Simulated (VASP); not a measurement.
Here is a VASP 6.6.1 calculation.

The input INCAR:

```
ALGO = Normal
DIPOL = 0.5 0.5 0.500
EDIFF = 1E-6
EDIFFG = -0.03
ENCUT = 450
GGA = PE
IBRION = 2
IDIPOL = 3
ISIF = 2
ISMEAR = 1
IVDW = 12
KPAR = 4
LASPH = True
LCHARG = False
LDIPOL = True
LREAL = Auto
LWAVE = False
NELM = 80
NSW = 90
PREC = Normal
SIGMA = 0.1
```

File KPOINTS:

```
k-points
0
Gamma
  6 6 1
```

POSCAR

```
Cu
1.0
    5.0471613300      0.0000000000      0.0000000000
   -2.5235806600      4.3709699300      0.0000000000
    0.0000000000      0.0000000000     23.1814849500
Cu
16
Selective dynamics
Direct
    0.3333333300      0.1666666700      0.3666719400  F F F
    0.3333333300      0.6666666700      0.3666719400  F F F
    0.8333333300      0.1666666700      0.3666719400  F F F
    0.8333333300      0.6666666700      0.3666719400  F F F
    0.6666666700      0.3333333300      0.4555573100  F F F
    0.6666666700      0.8333333300      0.4555573100  F F F
    0.1666666700      0.3333333300      0.4555573100  F F F
    0.1666666700      0.8333333300      0.4555573100  F F F
    0.0000000000      0.5000000000      0.5444426900  T T T
    0.0000000000      0.0000000000      0.5444426900  T T T
    0.5000000000      0.5000000000      0.5444426900  T T T
    0.5000000000      0.0000000000      0.5444426900  T T T
    0.3333333300      0.6666666700      0.6333280600  T T T
    0.3333333300      0.1666666700      0.6333280600  T T T
    0.8333333300      0.6666666700      0.6333280600  T T T
    0.8333333300      0.1666666700      0.6333280600  T T T
```

Potentials or basis: VASP PAW PBE potentials, release 64 (Cu).

Run with:

```sh
$ cat potpaw_PBE.64/Cu/POTCAR > POTCAR
$ mpirun -np 4 vasp_std > vasp.out
```

Task: Predict the dispersion energy per atom.

Result: -0.444 eV.

Task: Predict the band gap on the k mesh.

Result: None (metal or under the smearing width).

Task: What does it give for the energy gained by relaxing?

Result: 0.1 meV/atom.

Step by step:
| step | energy change (eV) | largest force (eV/Å) | pressure (GPa) |
| --- | --- | --- | --- |
| 1 | 0.0000 | 0.0901 | -0.98 |
| 2 | -0.0012 | 0.0696 | -0.99 |
| 3 | -0.0016 | 0.0482 | -0.99 |
| 4 | -0.0019 | 0.0444 | -0.99 |
